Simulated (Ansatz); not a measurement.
# Sn (I4_1/amd), symmetry broken, then relaxed

Theory: Ansatz, DFT PBE, scalar-relativistic, plane waves, PAW. Cutoff 420 eV, Γ-centred 12×12×12 k-points, Gaussian smearing of 0.15 eV. No spin polarisation. Energies are free energies at this smearing, counted from the undisturbed cell; pressure is positive in compression.

The starting cell (relaxed at this level):

```
CELL_PARAMETERS angstrom
-2.96432 2.96432 1.61635
2.96432 -2.96432 1.61635
2.96432 2.96432 -1.61635
ATOMIC_POSITIONS crystal
Sn 0.75000 0.25000 0.50000
Sn 0.00000 0.00000 0.00000
```

The atoms are displaced (Å, in the unstrained cell):

```tsv
atom	ux	uy	uz
Sn1	-0.214	0.079	0.190
Sn2	0.214	-0.079	-0.190
```

Cell and atoms are then relaxed.

**Question.** Does the relaxation return to the undisturbed structure?

**Answer.** No. It ends 2.1 meV/atom below it, nearly level but in another symmetry or volume. The disturbance itself cost 297.6 meV/atom. The final space group reads P6/mmm (tolerance 0.05 Å) and the volume changes by -0.04 %.

Final structure:

```
CELL_PARAMETERS angstrom
-3.07861 2.83080 1.62915
3.07853 -2.83088 1.62914
3.07862 2.83089 -1.62929
ATOMIC_POSITIONS crystal
Sn 0.87343 0.37340 0.50002
Sn 0.87657 0.87660 0.99998
```

The relaxation, step by step (energy from the first step; small jumps at an unchanged geometry come where the plane waves are selected anew for the new cell):

```tsv
step	ΔE (meV/atom)	largest force component (eV/Å)	pressure (GPa)
1	0.0	3.078	5.24
2	-288.7	0.201	0.24
3	-297.4	0.052	0.31
4	-299.2	0.008	0.17
5	-299.5	0.006	0.01
6	-299.4	0.011	-0.09
7	-299.6	0.003	-0.07
8	-298.9	0.044	0.16
9	-299.7	0.001	-0.01
10	-299.7	0.001	-0.01
```